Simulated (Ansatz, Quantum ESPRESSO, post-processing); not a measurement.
# CaO(001): dielectric constant from slabs in a field, part 6 of 7

Wanted: electronic and ionic screening from finite-field slabs, the first being CaO(001), 5 layers.

Quantum ESPRESSO 7.5; plane-wave DFT, PBE, GBRV ultrasoft pseudopotentials; geometry by Ansatz 0.2.0 with PAW datasets.

So far. Step 12 (Relaxed-ion response of the slab in a field, 5 layers): ε = 0.1000 / 0.0051 = 19.75. Step 13 (Geometry from Ansatz, 9 layers): The relaxation lowers the energy by 1 meV an atom.

## Step 14: SCF with pw.x, 9 layers: no field

Level of this step: plane-wave DFT, PBE, GBRV ultrasoft pseudopotentials (Quantum ESPRESSO 7.5).

File n9.f0.in:

```
&control
  prefix = 'n9.f0'
  outdir = './out'
  pseudo_dir = './pseudo'
  calculation = 'scf'
  tprnfor = .true.
  tefield = .true.
  dipfield = .true.
/
&system
  ibrav = 0
  nat = 18
  ntyp = 2
  ecutwfc = 40
  ecutrho = 200
  occupations = 'fixed'
  edir = 3
  emaxpos = 0.97
  eopreg = 0.04
  eamp = 0.0
/
&electrons
  conv_thr = 1e-10
  mixing_beta = 0.5
  electron_maxstep = 120
/
ATOMIC_SPECIES
  Ca  40.0780  ca_pbe_v1.uspp.F.UPF
  O   15.9990  o_pbe_v1.2.uspp.F.UPF
CELL_PARAMETERS angstrom
  3.42239682090000 0.00000000000000 0.00000000000000
  0.00000000000000 3.42239682090000 0.00000000000000
  0.00000000000000 0.00000000000000 35.36000000000000
ATOMIC_POSITIONS crystal
  Ca  -0.000000000000 0.000000000000 0.228100236938
  O   0.500000000000 0.500000000000 0.228580026123
  Ca  0.500000000000 0.500000000000 0.295226621399
  O   -0.000000000000 0.000000000000 0.294963215474
  Ca  -0.000000000000 0.000000000000 0.363524496776
  O   0.500000000000 0.500000000000 0.363619129643
  Ca  0.500000000000 0.500000000000 0.431769409774
  O   -0.000000000000 0.000000000000 0.431746061081
  Ca  -0.000000000000 0.000000000000 0.499999999844
  O   0.500000000000 0.500000000000 0.500000000182
  Ca  0.500000000000 0.500000000000 0.568230589935
  O   0.000000000000 0.000000000000 0.568253939136
  Ca  0.000000000000 0.000000000000 0.636475502849
  O   0.500000000000 0.500000000000 0.636380870807
  Ca  0.500000000000 0.500000000000 0.704773378124
  O   0.000000000000 0.000000000000 0.705036784407
  Ca  0.000000000000 0.000000000000 0.771899762389
  O   0.500000000000 0.500000000000 0.771419975122
K_POINTS automatic
  8 8 1 0 0 0
```

Command:

```
OMP_NUM_THREADS=1 mpirun -n 8 pw.x -nk 4 -in n9.f0.in > n9.f0.out
```

What it wrote:

```text
[banner, memory and clock lines left out]
Program PWSCF v.7.5 starts
[...]
number of electrons       =       144.00
     number of Kohn-Sham states=           72
     kinetic-energy cutoff     =      40.0000  Ry
     charge density cutoff     =     200.0000  Ry
[...]
number of k points=    34
[...]
Dense  grid:   133669 G-vectors     FFT dimensions: (  30,  30, 320)
[...]
negative rho (up, down):  1.444E-04 0.000E+00
[...]
Starting wfcs are  126 randomized atomic wfcs
[...]
negative rho (up, down):  8.401E-05 0.000E+00
[...]
estimated scf accuracy    <       5.12272347 Ry
[...]
negative rho (up, down):  1.523E-04 0.000E+00
[...]
estimated scf accuracy    <       3.73977704 Ry
[...]
negative rho (up, down):  2.594E-04 0.000E+00
[...]
estimated scf accuracy    <       0.09032911 Ry
[...]
negative rho (up, down):  2.925E-04 0.000E+00
[...]
estimated scf accuracy    <       0.27445239 Ry
[...]
negative rho (up, down):  2.904E-04 0.000E+00
[...]
estimated scf accuracy    <       0.09314296 Ry
[...]
negative rho (up, down):  3.035E-04 0.000E+00
[...]
estimated scf accuracy    <       0.01238971 Ry
[...]
negative rho (up, down):  3.081E-04 0.000E+00
[...]
estimated scf accuracy    <       0.00243979 Ry
[...]
negative rho (up, down):  3.078E-04 0.000E+00
[...]
estimated scf accuracy    <       0.00197373 Ry
[...]
negative rho (up, down):  3.075E-04 0.000E+00
[...]
estimated scf accuracy    <       0.00070522 Ry
[...]
negative rho (up, down):  3.055E-04 0.000E+00
[...]
estimated scf accuracy    <       0.00012215 Ry
[...]
negative rho (up, down):  3.054E-04 0.000E+00
[...]
estimated scf accuracy    <       0.00000139 Ry
[...]
negative rho (up, down):  3.053E-04 0.000E+00
[...]
estimated scf accuracy    <       0.00000222 Ry
[...]
negative rho (up, down):  3.053E-04 0.000E+00
[...]
estimated scf accuracy    <       0.00000014 Ry
[...]
negative rho (up, down):  3.053E-04 0.000E+00
[...]
estimated scf accuracy    <       0.00000003 Ry
[...]
negative rho (up, down):  3.053E-04 0.000E+00
[...]
estimated scf accuracy    <          5.2E-09 Ry
[...]
negative rho (up, down):  3.053E-04 0.000E+00
[...]
estimated scf accuracy    <          8.9E-10 Ry
[...]
negative rho (up, down):  3.053E-04 0.000E+00
[...]
Total length         64.1479 bohr
[...]
estimated scf accuracy    <          2.2E-10 Ry
[...]
negative rho (up, down):  3.053E-04 0.000E+00
[...]
Computed dipole along edir(3) :
        Dipole                0.0000 Ry au,          0.0000 Debye
        Dipole field          0.0000 Ry au,
        Potential amp.       -0.0000 Ry
        Total length         64.1479 bohr
[...]
highest occupied level (ev):     3.1538
!    total energy              =    -967.55386779 Ry
     estimated scf accuracy    <          5.0E-11 Ry
[...]
one-electron contribution =  -10796.84045860 Ry
     hartree contribution      =    5444.27883898 Ry
     xc contribution           =    -174.31700382 Ry
     ewald contribution        =    4559.32475565 Ry
     electric field correction =       0.00000000 Ry
     convergence has been achieved in  18 iterations
     negative rho (up, down):  3.053E-04 0.000E+00
[...]
Total force =     0.000346     Total SCF correction =     0.000010
[...]
```

Run time: 3.1 min. Hardware: 8 MPI ranks of Arm Neoverse V2, shared host; peak memory 1.8 GiB; 25 min of CPU time.

Read from the output:

| Quantity | Value |
| --- | --- |
| free energy | -13164.2410 eV |
| dipole along the normal | 0 e·Å |
| valence top, on the run's zero | 3.154 eV |

## Step 15: Electrostatic potential, 9 layers

File n9.f0.pot.in:

```
&inputpp
  prefix = 'n9.f0'
  outdir = './out'
  filplot = 'n9.f0.pot.dat'
  plot_num = 11
/
```

Command:

```
OMP_NUM_THREADS=1 mpirun -n 8 pp.x -in n9.f0.pot.in > n9.f0.pot.out
```

Run time: 0.91 s. Hardware: 8 MPI ranks; peak memory 0.11 GiB; 6.5 s of CPU time.

This step gave:

| Item | Value |
| --- | --- |
| slope of the potential above | 2.38e-4 eV/Å |
| upper vacuum line continued to the top atoms, over the valence top | 4.087 eV |
| slope of the potential below | -1.51e-4 eV/Å |
| lower vacuum line continued to the bottom atoms, over the valence top | 4.088 eV |
| vacuum level at the upper face over the valence top of the mesh | 4.089 eV |
| vacuum level at the lower face over the valence top of the mesh | 4.089 eV |

## Step 16: Self-consistent run, 9 layers: field 0.1 V/Å

n9.f1.in is the input of step 14 with these lines changed:

```diff
@@ -1,3 +1,3 @@
 &control
-  prefix = 'n9.f0'
+  prefix = 'n9.f1'
   outdir = './out'
@@ -19,3 +19,3 @@
   eopreg = 0.04
-  eamp = 0.0
+  eamp = 0.00194469
 /
```

Command:

```
OMP_NUM_THREADS=1 mpirun -n 8 pw.x -nk 4 -in n9.f1.in > n9.f1.out
```

What it wrote:

```text
[banner, memory and clock lines left out]
Program PWSCF v.7.5 starts
[...]
number of electrons       =       144.00
     number of Kohn-Sham states=           72
     kinetic-energy cutoff     =      40.0000  Ry
     charge density cutoff     =     200.0000  Ry
[...]
number of k points=    34
[...]
Dense  grid:   133669 G-vectors     FFT dimensions: (  30,  30, 320)
[...]
negative rho (up, down):  1.444E-04 0.000E+00
[...]
Starting wfcs are  126 randomized atomic wfcs
[...]
negative rho (up, down):  8.720E-05 0.000E+00
[...]
estimated scf accuracy    <       5.12197533 Ry
[...]
negative rho (up, down):  1.551E-04 0.000E+00
[...]
estimated scf accuracy    <       3.74253163 Ry
[...]
negative rho (up, down):  2.514E-04 0.000E+00
[...]
estimated scf accuracy    <       0.09016749 Ry
[...]
negative rho (up, down):  2.938E-04 0.000E+00
[...]
estimated scf accuracy    <       0.25859509 Ry
[...]
negative rho (up, down):  2.907E-04 0.000E+00
[...]
estimated scf accuracy    <       0.08624635 Ry
[...]
negative rho (up, down):  3.035E-04 0.000E+00
[...]
estimated scf accuracy    <       0.00769458 Ry
[...]
negative rho (up, down):  3.075E-04 0.000E+00
[...]
estimated scf accuracy    <       0.00251467 Ry
[...]
negative rho (up, down):  3.067E-04 0.000E+00
[...]
estimated scf accuracy    <       0.00101899 Ry
[...]
negative rho (up, down):  3.056E-04 0.000E+00
[...]
estimated scf accuracy    <       0.00052660 Ry
[...]
negative rho (up, down):  3.045E-04 0.000E+00
[...]
estimated scf accuracy    <       0.00004745 Ry
[...]
negative rho (up, down):  3.046E-04 0.000E+00
[...]
estimated scf accuracy    <       0.00000052 Ry
[...]
negative rho (up, down):  3.047E-04 0.000E+00
[...]
estimated scf accuracy    <       0.00000006 Ry
[...]
negative rho (up, down):  3.047E-04 0.000E+00
[...]
estimated scf accuracy    <       0.00000001 Ry
[...]
negative rho (up, down):  3.047E-04 0.000E+00
[...]
estimated scf accuracy    <          6.6E-09 Ry
[...]
negative rho (up, down):  3.047E-04 0.000E+00
[...]
estimated scf accuracy    <          2.4E-10 Ry
[...]
negative rho (up, down):  3.047E-04 0.000E+00
[...]
Computed dipole along edir(3) :
        Dipole                0.2070 Ry au,          0.5261 Debye
        Dipole field          0.0009 Ry au,
        E field amplitude [Ha a.u.]:  1.9447E-03
        Potential amp.        0.1301 Ry
        Total length         64.1479 bohr
[...]
highest occupied level (ev):     3.4096
!    total energy              =    -967.55427035 Ry
     estimated scf accuracy    <          5.3E-11 Ry
[...]
one-electron contribution =  -10796.83271653 Ry
     hartree contribution      =    5444.27121460 Ry
     xc contribution           =    -174.31691162 Ry
     ewald contribution        =    4559.32475565 Ry
     electric field correction =      -0.00061245 Ry
     convergence has been achieved in  16 iterations
     negative rho (up, down):  3.047E-04 0.000E+00
[...]
Total force =     0.009951     Total SCF correction =     0.000020
[...]
```

It took 2.8 min on 8 MPI ranks; peak memory 1.9 GiB; 22 min of CPU time.

Numbers from this step:

| Property | Result |
| --- | --- |
| free energy | -13164.2465 eV |
| dipole along the normal | 0.1095 e·Å |
| valence top, on the run's zero | 3.410 eV |

## Step 17: Potential by pp.x, 9 layers

File n9.f1.pot.in:

```
&inputpp
  prefix = 'n9.f1'
  outdir = './out'
  filplot = 'n9.f1.pot.dat'
  plot_num = 11
/
```

Command:

```
OMP_NUM_THREADS=1 mpirun -n 8 pp.x -in n9.f1.pot.in > n9.f1.pot.out
```

It took 0.91 s on 8 MPI ranks; peak memory 0.11 GiB.

Numbers from this step:

| Property | Result |
| --- | --- |
| slope of the potential above | 0.1002 eV/Å |
| upper vacuum line continued to the top atoms, over the valence top | 3.967 eV |
| slope of the potential below | 0.09979 eV/Å |
| lower vacuum line continued to the bottom atoms, over the valence top | 3.736 eV |

The slope in the vacuum is 0.100 eV/Å for an applied 0.10 V/Å, as it should be.

## Step 18: Clamped-ion dielectric constant from the field inside the slab, 9 layers

This step gave:

| Property | Result |
| --- | --- |
| change of slope in the vacuum | 0.09994 eV/Å |
| polarisability a cell | 15.78 Å³ |
| sheet polarisability 4πα/A | 16.93 Å |
| change of slope inside | 0.02640 eV/Å |
| dielectric constant | 3.785 |

Running mean over one layer period, set to zero at the slab's centre. The change of the potential energy, second field less first by z:

z (Å), change of the potential energy, second field less first (eV) and a bar from the least value:
```
        0     -0.267 ##########
        1     -0.734 
        2     -0.720 
        3     -0.620 ##
        4     -0.520 #####
        5     -0.423 #######
        6     -0.337 ########
        7     -0.276 ##########
        8     -0.246 ##########
        9     -0.224 ###########
       10     -0.202 ###########
       11     -0.176 ############
       12     -0.150 ############
       13     -0.123 #############
       14     -0.097 #############
       15     -0.071 ##############
       16     -0.044 ###############
       17     -0.018 ###############
       18      0.008 ################
       19      0.035 ################
       20      0.061 #################
       21      0.088 #################
       22      0.114 ##################
       23      0.140 ##################
       24      0.167 ###################
       25      0.193 ####################
       26      0.217 ####################
       27      0.238 #####################
       28      0.264 #####################
       29      0.313 ######################
       30      0.394 ########################
       31      0.489 ##########################
       32      0.588 ############################
       33      0.688 ##############################
       34      0.564 ###########################
       35     -0.029 ###############
```

ε = 0.0999 / 0.0264 = 3.78.

## Step 19: By thickness

Sheet polarisability 4πα/A against layers:

```csv
layers,sheet polarisability 4πα/A (Å)
5.00,9.83
9.00,16.9
```

Dielectric constant against layers:

```csv
layers,dielectric constant
5.00,3.79
9.00,3.78
```

(Part 6 of 7 ends here.)

[Logs are printed without paths, hosts, clocks, repeated set-up lines and the standing remarks that a program may print on its own settings, such as how far it seeks lower states.]

[Hosts, paths, dates, database ids (printed as entryN), source tags and the programs' standing remarks are cut or masked in the printed files.]

[Maps of the electrostatic potential energy from Ansatz leave out the sawtooth potential of an applied field or a dipole correction, so their vacuum need not be flat; planar profiles and work functions include it.]
